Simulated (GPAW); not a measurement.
Wanted: an ASE script for a GPAW 26.7.0 run.

- Task: relaxation of cell and atoms
- Functional: r2SCAN
- Potentials or basis: GPAW PAW data sets (gpaw-data 1.2.1)
- Cutoff: 600 eV
- Basis: pw
- k mesh: 12 × 12 × 12
- Occupations: fermi-dirac, width 0.05 eV
- Spin: no spin polarisation
- Maxiter: 150
- Optimizer: BFGS
- Fmax: 0.02 eV/Å
- Max steps: 60
- Convergence: density=1e-05 forces=0.0001

W:

```
W
1.0
    -1.58234    1.58234    1.58234
     1.58234   -1.58234    1.58234
     1.58234    1.58234   -1.58234
W
1
Direct
  0.00000 0.00000 0.00000
```

The input as run:

run.py

```python
from ase import Atoms
from ase.filters import FrechetCellFilter
from ase.io import write
from ase.optimize import BFGS
from gpaw import GPAW, PW

atoms = Atoms(['W'],
              cell=[[-1.582345, 1.582345, 1.582345],
                    [1.582345, -1.582345, 1.582345],
                    [1.582345, 1.582345, -1.582345]],
              scaled_positions=[[0.0, 0.0, 0.0]],
              pbc=True)

calc = GPAW(mode=PW(600),
            xc='MGGA_X_R2SCAN+MGGA_C_R2SCAN',
            kpts={'size': (12, 12, 12), 'gamma': True},
            occupations={'name': 'fermi-dirac', 'width': 0.05},
            nbands=16,
            convergence={'density': 1e-05, 'forces': 0.0001},
            maxiter=150,
            txt='gpaw.txt')
atoms.calc = calc
opt = BFGS(FrechetCellFilter(atoms), trajectory='relax.traj', logfile='-')
done = opt.run(fmax=0.02, steps=60)
calc.write('gs.gpw')
write('result.traj', atoms)
print('Converged:', done)
print('Cell:', atoms.cell.cellpar().round(4))
print('Volume:', round(atoms.get_volume(), 4))
print(atoms.get_scaled_positions().round(5))
```

Potentials or basis: GPAW PAW data sets (gpaw-data 1.2.1), pw.

Run with:

```sh
$ OMP_NUM_THREADS=1 python run.py
```

Results of the run:

```
Relaxed volume                         : 15.99 Å³/atom
Relaxed cell                           : a = 2.749 Å, b = 2.749 Å, c = 2.749 Å, α = 109.47°, β = 109.47°, γ = 109.47°
Space group after relaxing (to 0.05 Å) : Im-3m (No. 229)
Energy gained by relaxing              : 1.4 meV/atom
Ionic steps                            : 3
Pressure after relaxing                : 0.0 GPa
Band gap on the k mesh                 : none (metal or under the smearing width)
```

Caveat: later steps reuse the first step's grids; the PAW data sets were made with another functional, which shifts forces and pressure a little.

It took 77 s on 1 thread of Arm Neoverse V2, on a shared host, peak memory 0.49 GiB.
